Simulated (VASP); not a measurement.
# N (Pnma) in VASP: single point with PBE+D3(BJ)

Aim: the single point of N with PBE+D3(BJ).

Everything below comes from runs of VASP 6.6.1. Logs are shortened: lines on timing, memory, paths and dates and some standing lists are left out, and cuts for length are marked.

## 1. The crystal as given

The structure is orthorhombic, space group Pnma (No. 62). The conventional cell has a = 4.749 Å, b = 7.873 Å, c = 3.541 Å, α = 90.00°, β = 90.00°, γ = 90.00°. N (site symmetry m) has 2 N at 2.51 Å as nearest neighbours.

## 2. Single point, PBE+D3(BJ)

INCAR reads:

```
PREC     = Accurate       # precision mode
ENCUT    = 520            # plane-wave cutoff, eV
EDIFF    = 1E-6           # SCF threshold, eV
ISMEAR   = 0              # smearing method
SIGMA    = 0.1            # smearing width, eV
LREAL    = False          # projectors in reciprocal space
LASPH    = True           # aspherical terms in the spheres
NELM     = 100            # most SCF steps
ALGO     = Normal         # electronic algorithm
ISIF     = 2              # what is computed and relaxed
LWAVE    = False          # write WAVECAR
LCHARG   = True           # write CHGCAR
GGA      = PE             # functional
IVDW     = 12             # dispersion correction
LELF     = True           # ELF
LVHAR    = True         
NBANDS   = 18             # bands
```

KPOINTS reads:

```
regular mesh
0
Gamma
  4 2 6
```

POSCAR reads:

```
N
1.0
    4.7490000000      0.0000000000      0.0000000000
    0.0000000000      7.8730000000      0.0000000000
    0.0000000000      0.0000000000      3.5410000000
N
4
Direct
    0.0205000000      0.2500000000      0.6348000000
    0.9795000000      0.7500000000      0.3652000000
    0.4795000000      0.7500000000      0.1348000000
    0.5205000000      0.2500000000      0.8652000000
```

Potentials or basis: VASP PAW PBE potentials, release 64 (N).

On the command line:

```sh
> cat potpaw_PBE.64/N/POTCAR > POTCAR
> mpirun -np 1 vasp_std > vasp.out
```

OUTCAR:

```text
PREC = Accurate
   ENCUT = 520
   EDIFF = 1E-6
   ISMEAR = 0
   LREAL = False
   LASPH = True
   NELM = 100
   ISIF = 2
   GGA = PE
   IVDW = 12
 IVDW          = 12

 ion  position               nearest neighbor table
   1  0.020  0.250  0.635-
   2  0.980  0.750  0.365-
   3  0.480  0.750  0.135-
   4  0.520  0.250  0.865-

  LATTYP: Found a simple orthorhombic cell.
 ALAT       =     3.5410000000
 B/A-ratio  =     1.3411465688
 C/A-ratio  =     2.2233832251

  Lattice vectors:

 A1 = (   0.0000000000,   0.0000000000,   3.5410000000)
 A2 = (   4.7490000000,   0.0000000000,   0.0000000000)
 A3 = (   0.0000000000,   7.8730000000,   0.0000000000)

Analysis of symmetry for initial positions (statically):
=====================================================================
 Subroutine PRICEL returns:
 Original cell was already a primitive cell.

 Routine SETGRP: Setting up the symmetry group for a
 simple orthorhombic supercell.

 Subroutine GETGRP returns: Found  8 space group operations
 (whereof  2 operations were pure point group operations)
 out of a pool of  8 trial point group operations.

The static configuration has the point symmetry S_2 .
 The point group associated with its full space group is D_2h.

Analysis of symmetry for dynamics (positions and initial velocities):
=====================================================================
 Subroutine PRICEL returns:
 Original cell was already a primitive cell.

 Routine SETGRP: Setting up the symmetry group for a
 simple orthorhombic supercell.

 Subroutine GETGRP returns: Found  8 space group operations
 (whereof  2 operations were pure point group operations)
 out of a pool of  8 trial point group operations.

The dynamic configuration has the point symmetry S_2 .
 The point group associated with its full space group is D_2h.

 Subroutine INISYM returns: Found  8 space group operations
 (whereof  2 operations are pure point group operations),
 and found     1 'primitive' translations

----------------------------------------------------------------------------------------

                                     Primitive cell

  volume of cell :     132.3940

  direct lattice vectors                    reciprocal lattice vectors
     4.749000000  0.000000000  0.000000000     0.210570646  0.000000000  0.000000000
     0.000000000  7.873000000  0.000000000     0.000000000  0.127016385  0.000000000
     0.000000000  0.000000000  3.541000000     0.000000000  0.000000000  0.282406100

  length of vectors
     4.749000000  7.873000000  3.541000000     0.210570646  0.127016385  0.282406100

  position of ions in fractional coordinates (direct lattice)
     0.020500000  0.250000000  0.634800000
     0.979500000  0.750000000  0.365200000
     0.479500000  0.750000000  0.134800000
     0.520500000  0.250000000  0.865200000

  ion indices of the primitive-cell ions
   primitive index   ion index
                 1           1
                 2           2
                 3           3
                 4           4

----------------------------------------------------------------------------------------

 KPOINTS: regular mesh

Automatic generation of k-mesh.
 Grid dimensions read from file:
 generate k-points for:    4    2    6

 Generating k-lattice:

  Cartesian coordinates                     Fractional coordinates (reciprocal lattice)
     0.052642662  0.000000000  0.000000000     0.250000000  0.000000000  0.000000000
     0.000000000  0.063508193  0.000000000     0.000000000  0.500000000  0.000000000
     0.000000000  0.000000000  0.047067683     0.000000000  0.000000000  0.166666667

  Length of vectors
     0.052642662  0.063508193  0.047067683

  Shift w.r.t. Gamma in fractional coordinates (k-lattice)
     0.000000000  0.000000000  0.000000000

 Subroutine IBZKPT returns following result:
 ===========================================

 Found     24 irreducible k-points:

 Following reciprocal coordinates:
            Coordinates               Weight
  0.000000  0.000000  0.000000      1.000000
  0.250000  0.000000  0.000000      2.000000
  0.500000  0.000000  0.000000      1.000000
  0.000000  0.500000  0.000000      1.000000
  0.250000  0.500000  0.000000      2.000000
  0.500000  0.500000  0.000000      1.000000
[... 16 lines left out ...]
  0.250000  0.500000  0.500000      2.000000
  0.500000  0.500000  0.500000      1.000000
   k-points           NKPTS =     24   k-points in BZ     NKDIM =     24   number of bands    NBANDS=     18
   number of dos      NEDOS =    301   number of ions     NIONS =      4
   total plane-waves  NPLWV =  60480
   dimension x,y,z NGX =    36 NGY =   60 NGZ =   28
   dimension x,y,z NGXF=    72 NGYF=  120 NGZF=   56
   ions per type =               4
   NGX,Y,Z   is equivalent  to a cutoff of  12.60, 12.67, 13.15 a.u.
   NGXF,Y,Z  is equivalent  to a cutoff of  25.20, 25.34, 26.29 a.u.
 SYSTEM =  unknown system
   PREC   = accura    normal or accurate (medium, high low for compatibility)
   ISTART =      0    job   : 0-new  1-cont  2-samecut
   ICHARG =      2    charge: 1-file 2-atom 10-const
   ISPIN  =      1    spin polarized calculation?
   LNONCOLLINEAR =      F non collinear calculations
   LSORBIT =      F    spin-orbit coupling
   LASPH  =      T    aspherical Exc in radial PAW
   ENCUT  =  520.0 eV  38.22 Ry    6.18 a.u.   8.83 14.64  6.58*2*pi/ulx,y,z
   NELM   =    100;   NELMIN=  2; NELMDL= -5     # of ELM steps
   EDIFF  = 0.1E-05   stopping-criterion for ELM
   LREAL  =      F    real-space projection
   EDIFFG = 0.1E-04   stopping-criterion for IOM
   NSW    =      0    number of steps for IOM
   IBRION =     -1    ionic relax: 0-MD 1-quasi-New 2-CG
   NFREE  =      0    steps in history (QN), initial steepest desc. (CG)
   ISIF   =      2    stress and relaxation
   ISYM   =      2    0-nonsym 1-usesym 2-fastsym
   POTIM  = 0.5000    time-step for ionic-motion
   TEBEG  =    0.0;   TEEND  =   0.0 temperature during run
   PSTRESS=    0.0 pullay stress
   NELECT =      20.0000    total number of electrons
   NUPDOWN=      -1.0000    fix difference up-down
   EMIN   =  10.00;   EMAX   =-10.00  energy-range for DOS
   EFERMI =   0.00;   METHOD = LEGACY
   ISMEAR =     0;   SIGMA  =   0.10  broadening in eV -4-tet -1-fermi 0-gaus
   EFERMI_NEDOS =   21; number of points for ismear=-14 and -15
   IALGO  =     38    algorithm
   IMIX   =      4    mixing-type and parameters
     AMIX     =   0.40;   BMIX     =  1.00
     AMIX_MAG =   1.60;   BMIX_MAG =  1.00
  volume/ion in A,a.u.               =      33.10       223.36
  Fermi-wavevector in a.u.,A,eV,Ry     =   0.871891  1.647635 10.343059  0.760193
  Thomas-Fermi vector in A             =   1.991063
   LORBIT       =      0    0 simple, 1 ext, 2 COOP (PROOUT), +10 PAW based schemes
   GGA     = PE    functional components
   LHFCALC =     F    Hartree Fock is set to
   AEXX    =    0.0000 exact exchange contribution
   IVDW    =    12    specifies the selected vdW correction
   LEPSILON=     F    determine dielectric tensor
   LRPA    =     F    only Hartree local field effects (RPA)
 non-spin polarized calculation
 Gauss-broadening in eV      SIGMA  =   0.10
  energy-cutoff  :      520.00
  volume of cell :      132.39
 maximum number of plane-waves:      3586
 NGX is ok and might be reduce to    36
   NGX = 17   NGY = 29   NGZ = 13

 number of electron      19.9999997 magnetization

 Free energy of the ion-electron system (eV)
  ---------------------------------------------------
  ext. energy  EPLUGINS =         0.00000000
  ---------------------------------------------------
  free energy    TOTEN  =        -7.53545844 eV

  energy without entropy =       -7.48475050  energy(sigma->0) =       -7.51010447

 E-fermi :  -4.8986     XC(G=0):  -5.8041

 val. band max:       -4.9698002392   @ k =   0.5000   0.5000   0.1667
 cond. band min:      -4.8918678405   @ k =   0.5000   0.5000   0.3333
 fundamental gap:      0.0779323987
 Fermi energy:        -4.8986257020

 k-point     1 :       0.0000    0.0000    0.0000
  band No.  band energies     occupation
      1     -17.2916      2.00000
      2     -17.2358      2.00000
      3     -15.7663      2.00000
      4     -15.7351      2.00000
      5      -6.7039      2.00000
      6      -6.6352      2.00000
[... 10 lines left out ...]
     17       2.1392      0.00000
     18       4.4077      0.00000

 k-point     2 :       0.2500    0.0000    0.0000
  band No.  band energies     occupation
      1     -17.1065      2.00000
      2     -17.0532      2.00000
      3     -16.0399      2.00000
      4     -16.0034      2.00000
      5      -6.2379      2.00000
      6      -6.1761      2.00000
[... 10 lines left out ...]
     17       2.6016      0.00000
     18       4.6265      0.00000

 k-point     3 :       0.5000    0.0000    0.0000
  band No.  band energies     occupation
      1     -16.6155      2.00000
      2     -16.6155      2.00000
      3     -16.5694      2.00000
      4     -16.5694      2.00000
      5      -5.2689      2.00000
      6      -5.2689      2.00000
[... 10 lines left out ...]
     17       3.8035      0.00000
     18       3.8035      0.00000

 k-point     4 :       0.0000    0.5000    0.0000
  band No.  band energies     occupation
      1     -17.2639      2.00000
      2     -17.2639      2.00000
      3     -15.7508      2.00000
      4     -15.7508      2.00000
      5      -6.6699      2.00000
      6      -6.6699      2.00000
[... 375 lines left out ...]
      4     -15.7348      2.00000
      5      -6.4051      2.00000
      6      -6.4051      2.00000
[... 10 lines left out ...]
     17       5.1435      0.00000
     18       5.1435      0.00000

 k-point    23 :       0.2500    0.5000    0.5000
  band No.  band energies     occupation
      1     -16.8902      2.00000
      2     -16.8902      2.00000
      3     -15.9621      2.00000
      4     -15.9621      2.00000
      5      -6.3980      2.00000
      6      -6.3980      2.00000
[... 10 lines left out ...]
     17       5.4949      0.00000
     18       5.4949      0.00000

 k-point    24 :       0.5000    0.5000    0.5000
  band No.  band energies     occupation
      1     -16.4559      2.00000
      2     -16.4559      2.00000
      3     -16.4559      2.00000
      4     -16.4559      2.00000
      5      -5.9727      2.00000
      6      -5.9727      2.00000
[... 10 lines left out ...]
     17       6.3037      0.00000
     18       6.3037      0.00000

------------------------ aborting loop because EDIFF is reached ----------------------------------------

 Edisp (eV)   -0.16240

 E8    (eV) :    -0.0386

  FORCE on cell =-STRESS in cart. coord.  units (eV):
  Direction    XX          YY          ZZ          XY          YZ          ZX
  --------------------------------------------------------------------------------------
  -------------------------------------------------------------------------------------
  Total     -20.72762    -0.89751    -5.48032     0.00000     0.00000     0.00000
  in kB    -250.83709   -10.86134   -66.32051     0.00000     0.00000     0.00000
  external pressure =     -109.34 kB  Pullay stress =        0.00 kB

 VOLUME and BASIS-vectors are now :
 -----------------------------------------------------------------------------
  energy-cutoff  :      520.00
  volume of cell :      132.39
      direct lattice vectors                 reciprocal lattice vectors
     4.749000000  0.000000000  0.000000000     0.210570646  0.000000000  0.000000000
     0.000000000  7.873000000  0.000000000     0.000000000  0.127016385  0.000000000
     0.000000000  0.000000000  3.541000000     0.000000000  0.000000000  0.282406100

 POSITION                                       TOTAL-FORCE (eV/Angst)
 -----------------------------------------------------------------------------------
      0.09735      1.96825      2.24783        -0.003655     -0.000000      1.130764
      4.65165      5.90475      1.29317         0.003655     -0.000000     -1.130764
      2.27715      5.90475      0.47733         0.003655     -0.000000      1.130764
      2.47185      1.96825      3.06367        -0.003655      0.000000     -1.130764
 -----------------------------------------------------------------------------------
    total drift:                                0.000000     -0.000000      0.000000

  FREE ENERGIE OF THE ION-ELECTRON SYSTEM (eV)
  ---------------------------------------------------
  free  energy   TOTEN  =        -7.6978604383 eV

  energy  without entropy=       -7.6471524947  energy(sigma->0) =       -7.67250647
```

Run time: 42 s. Hardware: 1 thread of Intel Xeon Platinum 8375C at 2.90GHz (Ice Lake), shared host; peak memory 0.24 GiB.

What came out:

| Property | Result |
| --- | --- |
| Free energy | -7.6979 eV |
| Pressure | -10.9 GPa |
| Largest force | 1.131 eV/Å |
| Band gap on the k mesh | none (metal or under the smearing width) |
| Dispersion energy per atom | -0.041 eV |

Forces in eV/Å, atoms in the order of the input:
```
N   -0.004  0.000  1.131
N    0.004  0.000 -1.131
N    0.004  0.000  1.131
N   -0.004  0.000 -1.131
```

Stress tensor (GPa, compression positive):
```
-25.08   0.00   0.00
  0.00  -1.09   0.00
  0.00   0.00  -6.63
```

Caveat: the k mesh is coarse (spacing up to 0.40 Å⁻¹), so the values aren't converged; forces of over 1 eV/Å show positions far from the minimum, so gaps and moduli don't describe the material at rest.
